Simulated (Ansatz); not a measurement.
Ge:

```
Ge
1.0
     4.00312    0.00000    0.00000
    -2.00156    3.46680    0.00000
     0.00000    0.00000   13.15671
Ge
8
Direct
  0.33333 0.66667 0.15594
  0.66667 0.33333 0.84406
  0.66667 0.33333 0.65594
  0.33333 0.66667 0.34406
  0.00000 0.00000 0.09315
  0.00000 0.00000 0.90685
  0.00000 0.00000 0.59315
  0.00000 0.00000 0.40685
```

This isn't the form of Ge at room conditions, which is diamond.

Base run:

```yaml
Program: Ansatz 0.2.0
Functional: PBE0
Potentials_or_basis: Ansatz PAW
Cutoff: "420 eV (not typed: the program's choice for these potentials)"
k_mesh: 6 × 6 × 2
Occupations: fermi-dirac, width 0.05 eV
Spin: no spin polarisation
```

Its results: band gap on the k mesh 1.19 eV, direct; pressure 0.1 GPa; largest force 0.027 eV/Å.

Task: The run is repeated on the same cell with these changes: functional from PBE0 to HSE06. What comes out?

Result: Band gap on the k mesh 0.59 eV, direct; pressure 0.4 GPa; largest force 0.027 eV/Å.

Caveats: the PAW data sets come from PBE, with cores solved anew for the run's functional, which leaves a small shift of forces and pressure; the thresholds are loose for stress.
